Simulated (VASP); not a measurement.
MnO: single point with LDA+U

Crystal: MnO.

```
Mn O
1.0
     1.48474    2.57165    0.00000
    -4.45423    2.57165    0.00000
     0.00000    0.00000    2.89807
Mn O
2 2
Direct
  0.00000 0.00000 0.00000
  0.50000 0.50000 0.00000
  0.50000 0.83333 0.50000
  0.00000 0.33333 0.50000
```

Measurements of this composition are mostly on another form, of space group No. 225.

```json
{"Program": "VASP 6.6.1", "Task": "single point", "Functional": "LDA", "Potentials or basis": "VASP PAW LDA potentials, release 64 (Mn_pv, O)", "Cutoff": "520 eV", "k mesh": "6 × 4 × 7", "Occupations": "gaussian, width 0.05 eV", "Spin": "collinear spin, ferrimagnetic start", "Starting moments": "[4.0, -2.0, 0.0, 0.0] μB", "Hubbard terms": "Mn d U = 6 eV"}
```

```yaml
Pressure: -7.9 GPa
Largest_force: 0.011 eV/Å
Band_gap_on_the_k_mesh: 1.04 eV
Net_moment: 0.00 μB per cell
Site_moments: Mn +4.57, -4.57; O +0.04, -0.04 μB
Valence_electrons_inside_the_program's_atomic_spheres: Mn 11.36; O 4.96
```

Forces in eV/Å, atoms in the order of the input:
```
Mn  -0.009  0.005  0.000
Mn  -0.009  0.005  0.000
O    0.009 -0.005  0.000
O    0.009 -0.005  0.000
```

Stress tensor (GPa, compression positive):
```
 -1.98   1.12   0.00
  1.12  -0.68   0.00
  0.00   0.00 -21.02
```

Levels at points of the mesh, in eV from the valence-band top:
Spin up:
```tsv
k point	band 16	band 17	band 18	band 19	band 20	band 21	band 22	band 23
(0.00, 0.00, 0.00)	-2.02	-0.96	-0.81	-0.74	1.04	3.38	5.04	5.71
(0.50, 0.00, 0.00)	-2.82	-2.14	-1.46	-0.43	3.63	4.12	5.56	5.70
(0.00, 0.50, 0.00)	-2.12	-1.88	-0.90	-0.73	2.32	3.62	4.52	5.16
(0.50, 0.50, 0.00)	-2.01	-1.84	-1.36	-0.41	3.76	4.31	5.72	5.92
```
Spin down:
```csv
k point,band 16,band 17,band 18,band 19,band 20,band 21,band 22,band 23
"(0.00, 0.00, 0.00)",-2.02,-0.96,-0.81,-0.74,1.04,3.38,5.04,5.71
"(0.50, 0.00, 0.00)",-2.82,-2.14,-1.46,-0.43,3.63,4.12,5.56,5.70
"(0.00, 0.50, 0.00)",-2.12,-1.88,-0.90,-0.73,2.32,3.62,4.52,5.16
"(0.50, 0.50, 0.00)",-2.01,-1.84,-1.36,-0.41,3.76,4.31,5.72,5.92
```

Eigenvalues of the final occupation matrices:
```csv
site,spin,trace,eigenvalues
site 1 d,1,4.75,0.93 0.94 0.94 0.97 0.97
site 1 d,2,0.21,0.02 0.03 0.03 0.06 0.06
site 2 d,1,0.21,0.02 0.03 0.03 0.06 0.06
site 2 d,2,4.75,0.93 0.94 0.94 0.97 0.97
```

It took 38 s on 1 thread of Intel(R) Xeon(R) 6975P-C (Granite Rapids), on a shared host, peak memory 0.2 GiB.

Caveat: an odd mesh through Γ misses points on the zone boundary, where band edges often lie.
